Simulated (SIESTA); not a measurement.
## CuI (Marshite) under changes of volume

One of the cells (27.859 Å³/atom); the others are scaled copies at fixed shape and fractional positions:

```xyz
2
Lattice="0.0000 3.0315 3.0315 3.0315 0.0000 3.0315 3.0315 3.0315 0.0000" Properties=species:S:1:pos:R:3 pbc="T T T"
I     0.0000    0.0000    0.0000
Cu    4.5473    4.5473    4.5473
```

- Program: SIESTA 5.4.2
- Functional: RPBE
- Potentials or basis: PseudoDojo 0.4 standard (PBE files)
- Basis: DZP (energy shift 0.002 Ry)
- Grid cutoff: 800 Ry
- Energy shift: 0.002 Ry
- k mesh: 8 × 8 × 8
- Occupations: fermi-dirac, width 0.05 eV
- Spin: no spin polarisation

```csv
volume (Å³/atom),energy over the lowest point (meV/atom),pressure (GPa),gap on the mesh (eV)
26.188,81.97,7.1,2.41
26.745,59.49,5.9,2.33
27.302,41.13,4.7,2.25
27.859,?,?,?
28.417,14.70,2.9,2.11
28.974,6.16,2.1,2.04
29.531,0.00,1.4,1.98
```

**Question.** What does the run at 27.859 Å³/atom give?

**Answer.** Energy over the lowest point 26.32 meV/atom; pressure 3.8 GPa; gap on the mesh 2.18 eV.

Worked out: A Birch-Murnaghan fit of order 3 (a polynomial in V^(-2/3)) to the other rows has no minimum within the range. It gives 26.32 meV/atom at 27.859 Å³/atom, against the run's 26.32, and -dE/dV = 3.8 GPa, against 3.8. A straight line through the other rows of the gap, of slope -3.59 eV per unit of ln V (its deformation potential), gives 2.18 eV, against the run's 2.18.

Energies are extrapolated to zero smearing.

Caveats: semicore shells carry a single zeta, which can move pressures by several GPa and volumes by a few percent; the potentials were made for another functional, which shifts forces and pressure; spin-orbit coupling is left out, which moves the levels of the heavy elements; the basis of atomic orbitals isn't converged, which shifts pressures, moduli and gaps.

A mesh can miss the band edges.
